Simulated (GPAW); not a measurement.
Runs of GPAW 26.7.0 on Ti. Symmetry: P6_3/mmc, No. 194, hexagonal system. Conventional cell: a = 2.950 Å, b = 2.950 Å, c = 4.680 Å, α = 90.00°, β = 90.00°, γ = 120.00°. Ti (site symmetry -6m2) has 12 Ti at 2.89 to 2.95 Å as nearest neighbours. 

```tsv
task	level	potentials or basis	cell	cutoff (eV)	smearing	eigensolver	optimizer	fmax	max steps	convergence	grid spacing	gap on the mesh (eV)	pressure (GPa)	relaxed volume (Å³/atom)
relaxation of cell and atoms	BLYP	PAW data sets generated in the run's folder for this functional, pw	relaxed	600	fermi-dirac 0.05 eV	davidson	BFGS	0.01 eV/Å	60	density=1e-05 forces=0.0001	-	none	-0.1	(a)
relaxation of cell and atoms	revPBE	the program's PAW data sets (release 1.2.1) made for this functional, pw	relaxed	600	fermi-dirac 0.05 eV	-	BFGS	0.02 eV/Å	40	density=1e-05 forces=0.0001	-	none	-0.1	17.69
band structure	BLYP	PAW data sets generated in the run's folder for this functional, pw	as given	600	fermi-dirac 0.05 eV	davidson	-	-	-	-	-	-	0.3	-
phonons	PBE+D3	GPAW PAW data sets (gpaw-data 1.2.1), fd	atoms relaxed	-	fermi-dirac 0.05 eV	-	-	-	-	density=1e-06 eigenstates=1e-09	0.16 Å	none	-	-
single point	PBE	GPAW PAW data sets (gpaw-data 1.2.1), pw	as given	600	gaussian 0.012 eV	-	-	-	-	-	-	none	-2.0	-
```

Alike in all rows: no spin polarisation; k mesh 10 × 10 × 6.

Task: Estimate the missing entries.

Result: (a) 17.70.

Caveats: later steps reuse the first step's grids (some runs); the real-space grid adds noise to forces (some runs); pairwise dispersion overbinds metals, which lowers pressure and volume (some runs).

A gap of «none» marks a metal or a gap under the smearing width.
